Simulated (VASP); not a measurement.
# CoSi (P2_13) in VASP: a series of runs, part 2 of 2

VASP 6.6.1. Earlier steps stand in the parts before.

### Step 3. Relaxation of cell and atoms, PBE+D3(BJ)

This run uses another cell than the first one, of 10.50 Å³/atom, 0.961 times its volume.

Input file INCAR:

```
SYSTEM = CoSi
PREC = Accurate
ENCUT = 600
EDIFF = 1E-7
ISMEAR = 1
SIGMA = 0.1
LREAL = .False.
LASPH = .True.
NELM = 80
ALGO = Normal
ISIF = 3
LWAVE = .False.
LCHARG = .False.
GGA = PE
IVDW = 12
IBRION = 2
NSW = 90
EDIFFG = -0.005
KPAR = 4
```

Input file KPOINTS:

```
Automatic mesh
0
Gamma
  8 8 8
  0 0 0
```

Input file POSCAR:

```
CoSi                                    
1.0
    4.3797182145     -0.0000000000      0.0000000000
   -0.0000000000      4.3797182145      0.0000000000
    0.0000000000      0.0000000000      4.3797182145
  Co              Si            
     4     4
Direct
     0.1461988736131115    0.1461988736131115    0.1461988736131115
     0.3538011263868887    0.8538011263868885    0.6461988736131115
     0.6461988736131115    0.3538011263868887    0.8538011263868885
     0.8538011263868885    0.6461988736131115    0.3538011263868887
     0.8436725708012552    0.8436725708012552    0.8436725708012552
     0.6563274291987448    0.1563274291987448    0.3436725708012550
     0.3436725708012550    0.6563274291987448    0.1563274291987449
     0.1563274291987449    0.3436725708012550    0.6563274291987448
```

Potentials or basis: VASP PAW PBE potentials, release 64 (Co, Si).

On the command line:

```
$ cat potpaw_PBE.64/Co/POTCAR potpaw_PBE.64/Si/POTCAR > POTCAR
$ mpirun -np 4 vasp_std > vasp.out
```

OUTCAR:

```text
SYSTEM = CoSi
   PREC = Accurate
   ENCUT = 600
   EDIFF = 1E-7
   ISMEAR = 1
   LREAL = .False.
   LASPH = .True.
   NELM = 80
   ISIF = 3
   GGA = PE
   IVDW = 12
   IBRION = 2
   NSW = 90
   EDIFFG = -0.005
 IVDW          = 12

 ion  position               nearest neighbor table
   1  0.146  0.146  0.146-   5 2.29   6 2.31   7 2.31   8 2.31   7 2.40   8 2.40   6 2.40   3 2.69
                             4 2.69   2 2.69   2 2.69   4 2.69   3 2.69
   2  0.354  0.854  0.646-   6 2.29   5 2.31   7 2.31   8 2.31   7 2.40   8 2.40   5 2.40   1 2.69
                             1 2.69   3 2.69   3 2.69   4 2.69   4 2.69
   3  0.646  0.354  0.854-   7 2.29   6 2.31   5 2.31   8 2.31   8 2.40   6 2.40   5 2.40   1 2.69
                             4 2.69   2 2.69   2 2.69   4 2.69   1 2.69
   4  0.854  0.646  0.354-   8 2.29   6 2.31   7 2.31   5 2.31   6 2.40   5 2.40   7 2.40   1 2.69
                             3 2.69   2 2.69   1 2.69   2 2.69   3 2.69
   5  0.844  0.844  0.844-   1 2.29   2 2.31   3 2.31   4 2.31   3 2.40   4 2.40   2 2.40   6 2.71
                             7 2.71   8 2.71   6 2.71   8 2.71   7 2.71
   6  0.656  0.156  0.344-   2 2.29   1 2.31   3 2.31   4 2.31   3 2.40   4 2.40   1 2.40   8 2.71
                             5 2.71   5 2.71   7 2.71   7 2.71   8 2.71
   7  0.344  0.656  0.156-   3 2.29   2 2.31   1 2.31   4 2.31   4 2.40   2 2.40   1 2.40   8 2.71
                             5 2.71   8 2.71   6 2.71   6 2.71   5 2.71
   8  0.156  0.344  0.656-   4 2.29   2 2.31   3 2.31   1 2.31   2 2.40   1 2.40   3 2.40   7 2.71
                             5 2.71   7 2.71   5 2.71   6 2.71   6 2.71

  LATTYP: Found a simple cubic cell.
 ALAT       =     4.3797182145

  Lattice vectors:

 A1 = (   4.3797182145,   0.0000000000,   0.0000000000)
 A2 = (   0.0000000000,   4.3797182145,   0.0000000000)
 A3 = (   0.0000000000,   0.0000000000,   4.3797182145)

Analysis of symmetry for initial positions (statically):
=====================================================================
 Subroutine PRICEL returns:
 Original cell was already a primitive cell.

 Routine SETGRP: Setting up the symmetry group for a
 simple cubic supercell.

 Subroutine GETGRP returns: Found 12 space group operations
 (whereof  3 operations were pure point group operations)
 out of a pool of 48 trial point group operations.

[... 162 lines left out ...]
  energy-cutoff  :      600.00
  volume of cell :       84.01
 maximum number of plane-waves:      2841
   NGX = 17   NGY = 17   NGZ = 17

 number of electron      51.9999985 magnetization

 Free energy of the ion-electron system (eV)
  ---------------------------------------------------
  ext. energy  EPLUGINS =         0.00000000
  ---------------------------------------------------
  free energy    TOTEN  =       -54.67530374 eV

  energy without entropy =      -54.67764751  energy(sigma->0) =      -54.67608499

 E-fermi :  12.6345     XC(G=0): -13.0444

 val. band max:       12.6274195796   @ k =   0.1250   0.1250   0.1250
 cond. band min:      12.6429755587   @ k =   0.0000   0.0000   0.0000
 fundamental gap:      0.0155559791
 Fermi energy:        12.6344888682

 k-point     1 :       0.0000    0.0000    0.0000
  band No.  band energies     occupation
      1      -1.3174      2.00000
      2       4.3007      2.00000
      3       4.3007      2.00000
      4       4.3007      2.00000
      5       7.0053      2.00000
      6       7.0053      2.00000
[... 805 lines left out ...]
     30      14.7424      0.00000
     31      15.6290      0.00000

 [... further k-points ...]

------------------------ aborting loop because EDIFF is reached ----------------------------------------

 Edisp (eV)   -4.07989

 E8    (eV) :    -1.7299

  FORCE on cell =-STRESS in cart. coord.  units (eV):
  Direction    XX          YY          ZZ          XY          YZ          ZX
  --------------------------------------------------------------------------------------
  -------------------------------------------------------------------------------------
  Total       0.02731     0.02731     0.02731     0.00000     0.00000     0.00000
  in kB       0.52077     0.52077     0.52077     0.00000     0.00000     0.00000
  external pressure =        0.52 kB  Pullay stress =        0.00 kB

 VOLUME and BASIS-vectors are now :
 -----------------------------------------------------------------------------
  energy-cutoff  :      600.00
  volume of cell :       84.01
      direct lattice vectors                 reciprocal lattice vectors
     4.379718215  0.000000000  0.000000000     0.228325191  0.000000000  0.000000000
     0.000000000  4.379718215  0.000000000     0.000000000  0.228325191  0.000000000
     0.000000000  0.000000000  4.379718215     0.000000000  0.000000000  0.228325191

 POSITION                                       TOTAL-FORCE (eV/Angst)
 -----------------------------------------------------------------------------------
      0.64031      0.64031      0.64031        -0.000756     -0.000756     -0.000756
      1.54955      3.73941      2.83017         0.000756      0.000756     -0.000756
      2.83017      1.54955      3.73941        -0.000756      0.000756      0.000756
      3.73941      2.83017      1.54955         0.000756     -0.000756      0.000756
      3.69505      3.69505      3.69505        -0.000382     -0.000382     -0.000382
      2.87453      0.68467      1.50519         0.000382      0.000382     -0.000382
      1.50519      2.87453      0.68467        -0.000382      0.000382      0.000382
      0.68467      1.50519      2.87453         0.000382     -0.000382      0.000382
 -----------------------------------------------------------------------------------
    total drift:                                0.000000      0.000000      0.000000

  FREE ENERGIE OF THE ION-ELECTRON SYSTEM (eV)
  ---------------------------------------------------
  free  energy   TOTEN  =       -58.7551906673 eV

  energy  without entropy=      -58.7575344383  energy(sigma->0) =      -58.75597192

 reached required accuracy - stopping structural energy minimisation
```

OSZICAR:

```text
N       E                     dE             d eps       ncg     rms          rms(c)
DAV:   1     0.377581576952E+03    0.37758E+03   -0.24829E+04  2790   0.217E+03
DAV:   2    -0.244932113568E+02   -0.40207E+03   -0.39265E+03  2790   0.432E+02
DAV:   3    -0.588239722695E+02   -0.34331E+02   -0.33354E+02  3186   0.147E+02
DAV:   4    -0.605528320905E+02   -0.17289E+01   -0.17090E+01  3653   0.307E+01
DAV:   5    -0.606186467620E+02   -0.65815E-01   -0.65780E-01  3843   0.538E+00    0.286E+01
DAV:   6    -0.659484417352E+02   -0.53298E+01   -0.17868E+02  3986   0.154E+02    0.261E+01
DAV:   7    -0.546494305168E+02    0.11299E+02   -0.68474E+01  3849   0.110E+02    0.813E+00
DAV:   8    -0.547704600292E+02   -0.12103E+00   -0.38342E+00  3280   0.120E+01    0.291E+00
DAV:   9    -0.546816532825E+02    0.88807E-01   -0.33591E-01  4393   0.652E+00    0.112E+00
DAV:  10    -0.546762788521E+02    0.53744E-02   -0.16804E-02  3738   0.936E-01    0.310E-01
DAV:  11    -0.546753479791E+02    0.93087E-03   -0.42903E-03  4710   0.649E-01    0.946E-02
DAV:  12    -0.546753081545E+02    0.39825E-04   -0.24503E-04  3988   0.156E-01    0.309E-02
DAV:  13    -0.546753070939E+02    0.10605E-05   -0.84910E-05  4470   0.665E-02    0.352E-02
DAV:  14    -0.546753033211E+02    0.37729E-05   -0.24166E-05  4405   0.409E-02    0.315E-03
DAV:  15    -0.546753036516E+02   -0.33056E-06   -0.12163E-06  3560   0.938E-03    0.414E-04
DAV:  16    -0.546753037358E+02   -0.84224E-07   -0.30252E-08  1997   0.163E-03
   1 F= -.58755191E+02 E0= -.58755972E+02  d E =-.587552E+02
```

Run time: 25 s. Hardware: 4 MPI ranks of AMD EPYC 9R45 (Zen 5), shared host; peak memory 0.27 GiB.

What came out:

| Quantity | Value |
| --- | --- |
| Free energy | -58.7552 eV |
| Pressure after relaxing | 0.1 GPa |
| Band gap on the k mesh | none (metal or under the smearing width) |
| Dispersion energy per atom | -0.510 eV |

Final structure:
```
CELL_PARAMETERS angstrom
4.37972 0.00000 0.00000
0.00000 4.37972 0.00000
0.00000 0.00000 4.37972
ATOMIC_POSITIONS crystal
Co 0.14620 0.14620 0.14620
Co 0.35380 0.85380 0.64620
Co 0.64620 0.35380 0.85380
Co 0.85380 0.64620 0.35380
Si 0.84367 0.84367 0.84367
Si 0.65633 0.15633 0.34367
Si 0.34367 0.65633 0.15633
Si 0.15633 0.34367 0.65633
```

Caveat: the relaxation stopped at its first step, so nothing moved; pairwise dispersion overbinds metals, which lowers pressure and volume. Spin polarisation is off, so any magnetic state and its effect on volume and gap are missing.
